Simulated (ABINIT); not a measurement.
# MoS2: single point with PBE

Crystal: MoS2.

```
Mo S
1.0
     1.58000    0.91221    6.15000
    -1.58000    0.91221    6.15000
     0.00000   -1.82443    6.15000
Mo S
1 2
Direct
  0.00000 0.00000 0.00000
  0.41700 0.41700 0.41700
  0.25000 0.25000 0.25000
```

Measurements of this composition are mostly on another form, of space group No. 194.

| Quantity | Value |
| --- | --- |
| Program | ABINIT 10.8.3 (patched build) |
| Task | single point |
| Functional | PBE |
| Potentials or basis | SG15 NC PBE v1.2 |
| Cutoff | 599 eV |
| k mesh | 8 × 8 × 8 |
| Occupations | fermi-dirac, width 0.05 eV |
| Spin | no spin polarisation |

```yaml
Pressure: 5.5 GPa
Largest_force: 0.565 eV/Å
Band_gap_on_the_k_mesh: 1.03 eV, indirect (least direct gap 2.03 eV)
Valence_electrons_inside_the_program's_atomic_spheres: Mo 10.52; S 3.96
```

Forces on the atoms (eV/Å):
```
Mo   0.000  0.000  0.087
S    0.000  0.000  0.478
S    0.000  0.000 -0.565
```

Stress tensor (GPa, compression positive):
```
4.69 0.00 0.00
0.00 4.69 0.00
0.00 0.00 7.24
```

Levels at points of the mesh, in eV from the valence-band top:
| k point | band 9 | band 10 | band 11 | band 12 | band 13 | band 14 | band 15 | band 16 | band 17 |
| --- | --- | --- | --- | --- | --- | --- | --- | --- | --- |
| (0.00, 0.00, 0.00) | -3.50 | -2.35 | -2.35 | -1.27 | -1.17 | 2.03 | 2.03 | 2.44 | 2.44 |
| (0.50, 0.00, 0.00) | -5.08 | -4.08 | -2.37 | -1.69 | -1.50 | 1.56 | 2.00 | 3.49 | 3.50 |
| (0.50, 0.50, 0.00) | -4.79 | -4.01 | -2.93 | -1.86 | -1.33 | 1.52 | 2.12 | 3.03 | 3.91 |
| (0.50, 0.50, 0.50) | -3.51 | -3.51 | -2.32 | -2.32 | 0.00 | 2.13 | 2.13 | 2.31 | 2.31 |

Run time: 3 min on 1 thread of Intel(R) Xeon(R) Platinum 8488C (Sapphire Rapids), with other jobs on the host, peak memory 0.13 GiB.

A k mesh can miss the band edges. As with any semilocal functional, this PBE gap is likely too small.
